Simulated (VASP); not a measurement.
# BeTe in VASP: how settings move the r2SCAN single point

Aim: see what changed inputs do to the r2SCAN single point of BeTe built on the CsCl prototype. This is a trial cell built on a prototype, not taken from a measured structure, and it needn't be the compound's ground state.

Program: VASP 6.6.1. PAW datasets, plane waves. The cell comes from a prototype generator: it can be a known phase or a hypothetical one. Spin polarisation is off.

### 1 The structure to begin with

The cell comes from an earlier relaxation with r2SCAN in another program.

The symmetry is Pm-3m (No. 221, cubic); a = 3.365 Å in the conventional setting, 19.05 Å³ an atom. Near Be stand 8 Te at 2.91 Å; near Te stand 8 Be at 2.91 Å.

The structure in full:

```cif
data_structure
_symmetry_space_group_name_H-M 'P 1'
_symmetry_Int_Tables_number 1
_cell_length_a 3.3651
_cell_length_b 3.3651
_cell_length_c 3.3651
_cell_angle_alpha 90.000
_cell_angle_beta 90.000
_cell_angle_gamma 90.000
_cell_volume 38.10
loop_
_atom_site_label
_atom_site_type_symbol
_atom_site_fract_x
_atom_site_fract_y
_atom_site_fract_z
_atom_site_occupancy
Be1 Be 0.00000 0.00000 0.00000 1
Te1 Te 0.50000 0.50000 0.50000 1
```

### 2 Reference

Input file INCAR:

```
ENCUT = 520.000000
SIGMA = 0.020000
EDIFF = 1.00e-07
ALGO = Normal
METAGGA = R2SCAN
PREC = Accurate
IBRION = -1
ISIF = 2
ISMEAR = -1
NBANDS = 11
NELM = 120
NSW = 0
LASPH = .TRUE.
LCHARG = .TRUE.
LELF = .TRUE.
LWAVE = .FALSE.
LREAL = .FALSE.
```

Input file KPOINTS:

```
KPOINTS created by Atomic Simulation Environment
0
Gamma
8 8 8
0 0 0
```

Input file POSCAR:

```
Be Te
 1.0000000000000000
     3.3650594852277229    0.0000000000000000   -0.0000000000000000
    -0.0000000000000000    3.3650594852277229    0.0000000000000000
     0.0000000000000000    0.0000000000000000    3.3650594852277229
 Be  Te
   1   1
Cartesian
 -0.0000000000000000  0.0000000000000000  0.0000000000000000
  1.6825297426138615  1.6825297426138615  1.6825297426138615
```

A file KPOINTS_OPT adds named points for the levels; it doesn't enter the self-consistent loop.

Potentials: the recommended PBE PAW datasets, 8 valence electrons.

The run is started by

```
$ mpirun -np 1 vasp_std
```

### 3 Try 1

Input file INCAR:

```
ENCUT = 520.000000
SIGMA = 0.020000
EDIFF = 1.00e-07
ALGO = Normal
PREC = Accurate
IBRION = -1
ISIF = 2
ISMEAR = -1
NBANDS = 11
NELM = 120
NSW = 0
LASPH = .TRUE.
LCHARG = .FALSE.
LWAVE = .FALSE.
LREAL = .FALSE.
GGA = AM
```

KPOINTS is that of step 2.

POSCAR is that of step 2.

### 4 Try 2

INCAR: that of step 2 with these lines changed.

```diff
@@ -10,8 +10,8 @@
 NBANDS = 11
-NELM = 120
 NSW = 0
 LASPH = .TRUE.
-LCHARG = .TRUE.
-LELF = .TRUE.
+LCHARG = .FALSE.
 LWAVE = .FALSE.
 LREAL = .FALSE.
+NELMIN = 8
+NELM = 90
```

KPOINTS is that of step 2.

POSCAR is that of step 2.

### 5 Try 3

Input file INCAR:

```
SIGMA = 0.020000
EDIFF = 1.00e-07
ALGO = Normal
METAGGA = R2SCAN
PREC = Accurate
IBRION = -1
ISIF = 2
ISMEAR = -1
NBANDS = 11
NELM = 120
NSW = 0
LASPH = .TRUE.
LCHARG = .FALSE.
LWAVE = .FALSE.
LREAL = .FALSE.
ENCUT = 800
```

KPOINTS is that of step 2.

POSCAR is that of step 2.

Before running it: what results should come out? Wanted: for each run, changed; ending; energy change; pressure; electronic steps; usable.

The runs gave:

| run | changed | ending | energy change (meV/atom) | pressure (GPa) | gap on the mesh (eV; negative: overlap) | electronic steps | time | usable |
| --- | --- | --- | --- | --- | --- | --- | --- | --- |
| ref. | – | converged | 0 | 0.0 | -2.37 | 12 | 39 s | yes |
| 1 | GGA = AM | converged | – | -3.1 | -2.31 | 11 | 12 s | yes |
| 2 | NELMIN = 8, NELM = 90 | converged | 0.0 | 0.0 | -2.37 | 12 | 37 s | yes |
| 3 | ENCUT = 800 | converged | -0.6 | 0.0 | -2.36 | 12 | 40 s | yes |

What this shows: Of 3 altered inputs, 3 gave usable results. Among the usable ones with comparable energies, «ENCUT = 800» moves the energy most, by -0.6 meV/atom.
